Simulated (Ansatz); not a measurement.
# Ionic part of the dielectric constant of MgO at 2 GPa, mode by mode

Computed with DFT PBE, scalar-relativistic, plane waves, PAW (Ansatz 0.2.0). Settings: 420 eV plane-wave cutoff, Γ-centred 10×10×10 mesh, fixed occupations. No spin polarisation. Phonons by linear response, acoustic sum rule imposed.

The structure is cubic, space group Fm-3m (No. 225). The conventional cell has a = 4.235 Å, b = 4.235 Å, c = 4.235 Å, α = 90.00°, β = 90.00°, γ = 90.00°. Mg (site symmetry m-3m) is surrounded by 6 O at 2.12 Å. O (site symmetry m-3m) has 6 Mg at 2.12 Å as nearest neighbours.

The primitive cell has V = 18.99 Å³ and ε∞,zz = 3.224. Each polar mode adds Δε = (4.92064×10⁷/V)·S/ν² along z, with S its oscillator strength in e²/amu, ν in cm⁻¹ and V in Å³.

Q: From these modes, find each Δε and ε0,zz.
```tsv
ν (cm⁻¹)	S_zz (e²/amu)
376.8	0.4116
```

A:
| ν (cm⁻¹) | Δε |
| --- | --- |
| 376.8 | 7.51 |

The sum is 7.509, so ε0,zz = 10.73; the run's tensor has 10.73.

Q: Where do the longitudinal modes lie for a wave vector along z?

A: At 688 cm⁻¹. The Lyddane–Sachs–Teller product Π(ν_LO/ν_TO)² = 3.33 matches ε0/ε∞ = 3.33.

Cost: 1 run of about 0.21 core-minutes, on Arm Neoverse V1 (shared hosts).

Lattice polarisation dominates the static response of MgO here: the single polar mode contributes 7.51, more than twice the entire electronic constant of 3.224. In rocksalt this mode is the rigid displacement of the Mg sublattice against the O sublattice, so all the infrared strength gathers in one threefold-degenerate vibration and the result along z holds for every direction. The oscillator strength, taken with the reduced mass of the pair, implies Born charges close to the nominal divalent ones, as expected for a strongly ionic oxide with little dynamical charge transfer. The wide gap keeps electronic screening weak, which helps the macroscopic field lift the longitudinal mode to 688 cm⁻¹.

The static constant is somewhat above the measured ambient value and the transverse mode somewhat below it. Compression should shift both the other way, so the likely cause is PBE's overlong Mg–O bond, which softens the restoring force, with a smaller part from its overestimated electronic polarisability. A single pressure doesn't establish how strongly the dielectric constant responds to compression.
